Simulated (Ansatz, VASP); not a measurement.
# Nb in VASP and in Ansatz

Contents of POSCAR:

```
Nb
1.0
    2.3084259586      1.3327703486      0.9804395297
   -2.3084259586      1.3327703486      0.9804395297
    0.0000000000     -2.6655406972      0.9804395297
Nb
1
Direct
    0.5000000000      0.5000000000      0.5000000000
```

The input INCAR.step1:

```
PREC = Accurate ; ENCUT = 600
ISMEAR = 0 ; SIGMA = 0.1
LREAL = F ; LASPH = T
NELM = 100 ; GGA = PE
ALGO = Normal ; EDIFF = 1E-4
LWAVE = T ; LCHARG = F
```

File INCAR.step2:

```
PREC = Accurate ; ENCUT = 600
EDIFF = 1E-7 ; ISMEAR = 0
SIGMA = 0.1 ; LREAL = F
LASPH = T ; NELM = 100
ALGO = Normal ; ISIF = 3
LWAVE = F ; LCHARG = F
METAGGA = R2SCAN ; LMIXTAU = T
IBRION = 2 ; NSW = 90
EDIFFG = -0.04 ; ISTART = 1
```

KPOINTS

```
regular mesh
0
Gamma
  9 9 9
```

Input for Ansatz:

```yaml
crystal:
  lattice:
    - [2.3084259586, 1.3327703486, 0.9804395297]
    - [-2.3084259586, 1.3327703486, 0.9804395297]
    - [0.0, -2.6655406972, 0.9804395297]
  atoms:
    - { symbol: Nb, position: [0.5, 0.5, 0.5] }
basis:
  ecutwfc: 500
kpoints:
  mp_grid: { grid: [9, 9, 9] }
hamiltonian:
  xc: r2scan
scf:
  occupations: { method: gaussian, width: 0.1 }
  lower_state_search: "off"
output:
  forces: true
  stress: true
  eigenvalues: true
relax:
  adjacent_minimum: "off"
  f_tol: 0.04
  max_steps: 70
  cell: { stress_tol: 0.4 }
```

Alike in both runs: task relaxation of cell and atoms; functional r2SCAN; k mesh 9 × 9 × 9; occupations gaussian, width 0.1 eV; no spin polarisation.

```csv
,VASP,Ansatz
version,VASP 6.6.1,Ansatz 0.2.0
potentials or method,"VASP PAW PBE potentials, release 64 (Nb_sv)","scalar-relativistic, plane waves, PAW"
plane-wave cutoff (eV),600,500
valence electrons in the cell,13,13
```

|  | VASP | Ansatz | Ansatz less VASP |
| --- | --- | --- | --- |
| gap on the k mesh at the Fermi level, each at its own relaxed structure (eV) | none | none | - |
| relaxed volume (Å³/atom) | 17.96 | 17.97 | +0.008 |
| relaxed cell length with the largest relative difference (Å) | 2.844 | 2.842 | -0.0020 |
| energy change over the relaxation (meV/atom) | -2 | -1 | +0.3 |

A gap of «none» marks a metal or a gap that the smearing closes.

Caveats: the PAW data sets were made with another functional, which shifts forces and pressure a little (VASP).
